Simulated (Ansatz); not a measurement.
**Si: response to strain**

Aim: deform Si (z strained by +4 % at fixed volume) and compute stress, forces and field gradients with LAPW, PAW and all-electron datasets made for the crystal.

Computed with Ansatz 0.2.0 (DFT PBE, scalar-relativistic, unless a step's input says otherwise).

## 1. Starting point

The structure is orthorhombic, space group Imma (No. 74). The conventional cell has a = 4.502 Å, b = 4.737 Å, c = 2.550 Å, α = 90.00°, β = 90.00°, γ = 90.00°. Si (site symmetry mm2) is surrounded by 8 Si at 2.39 to 2.74 Å.

Structure file:

```cif
data_structure
_symmetry_space_group_name_H-M 'P 1'
_symmetry_Int_Tables_number 1
_cell_length_a 3.5075
_cell_length_b 3.5075
_cell_length_c 3.5075
_cell_angle_alpha 100.152
_cell_angle_beta 95.050
_cell_angle_gamma 137.368
_cell_volume 27.19
loop_
_atom_site_label
_atom_site_type_symbol
_atom_site_fract_x
_atom_site_fract_y
_atom_site_fract_z
_atom_site_occupancy
Si1 Si 0.80700 0.55700 0.25000 1
Si2 Si 0.19300 0.44300 0.75000 1
```

Atoms are numbered in the order of the input: Si1, Si2.

## 2. The deformed structure

Space group Imma before, Imma after.

## 3. All-electron LAPW

The input, input.yaml:

```yaml
crystal:
  lattice:
    - [-2.207287101, 2.3225053304, 1.326]
    - [2.207287101, -2.3225053304, 1.326]
    - [2.207287101, 2.3225053304, -1.326]
  atoms:
    - { symbol: Si, position: [0.807, 0.557, 0.25] }
    - { symbol: Si, position: [0.193, 0.443, 0.75] }
kpoints:
  mp_grid: { grid: [16, 16, 16] }
scf:
  occupations: { method: fermi_dirac, width: 0.05 }
hamiltonian:
  xc: pbe
  pseudopotentials: { kind: all_electron, lapw: { basis_error: 0.0005 } }
output:
  forces: true
  stress: true
  eigenvalues: true
```

Command:

```sh
$ ansatz run input.yaml --threads 1 --pin off --max-ram 2048MiB --backend cpu --events-out ev --progress --plain --runs-dir out
```

## 4. PAW with frozen cores

Changes to input.yaml since step 3:

```diff
@@ -14,3 +14,3 @@
   xc: pbe
-  pseudopotentials: { kind: all_electron, lapw: { basis_error: 0.0005 } }
+  pseudopotentials: { kind: paw }
 output:
@@ -19 +19,2 @@
   eigenvalues: true
+  efg: { contact_densities: true }
```

## 5. All-electron PAW on datasets made for the crystal

Changes to input.yaml since step 4:

```diff
@@ -14,3 +14,3 @@
   xc: pbe
-  pseudopotentials: { kind: paw }
+  pseudopotentials: { kind: all_electron, datasets: crystal }
 output:
```

(Steps that only read results are left out.)

What does the calculation give? Wanted: pressure; largest shear or deviatoric stress.

The runs gave:

| quantity | value |
| --- | --- |
| pressure | LAPW 17.02, PAW 17.05, crystal datasets 17.02 GPa |
| largest shear or deviatoric stress (LAPW) | 8.49 GPa |

The largest part of the stress beyond the pressure is 8.49 GPa in size, in the yy component; the atoms are carried along and not relaxed. No run of the undeformed cell stands beside it, so pressure and stress hold what the given cell had before the change, as far as its symmetry allows. PAW: stress within 0.04 GPa of LAPW, forces within 1 meV/Å. Crystal datasets: stress within 0.01 GPa of LAPW, forces within 1 meV/Å.
